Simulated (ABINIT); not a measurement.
HfH2:

```xyz
3
Lattice="-1.7390 1.7390 2.1805 1.7390 -1.7390 2.1805 1.7390 1.7390 -2.1805" Properties=species:S:1:pos:R:3 pbc="T T T"
Hf    0.0000    0.0000    0.0000
H     1.7390    0.0000    1.0902
H     0.0000    1.7390    1.0902
```

Base run:

```yaml
Program: ABINIT 10.8.3 (patched build)
Functional: PBEsol
Potentials_or_basis: PseudoDojo NC SR PBEsol v0.4.1 standard
Cutoff: 980 eV
k_mesh: 8 × 8 × 8
Occupations: fermi-dirac, width 0.05 eV
Spin: no spin polarisation
```

Its results: band gap on the k mesh none (metal or under the smearing width); pressure -5.2 GPa.

The run is repeated on the same cell with these changes: functional from PBEsol to LDA-Teter; potentials or basis from PseudoDojo NC SR PBEsol v0.4.1 standard to JTH PAW LDA v2.0; cutoff from 980 eV to 517 eV. What comes out?

Band gap on the k mesh none (metal or under the smearing width); pressure -8.9 GPa.

Not every run made on this cell is shown here.
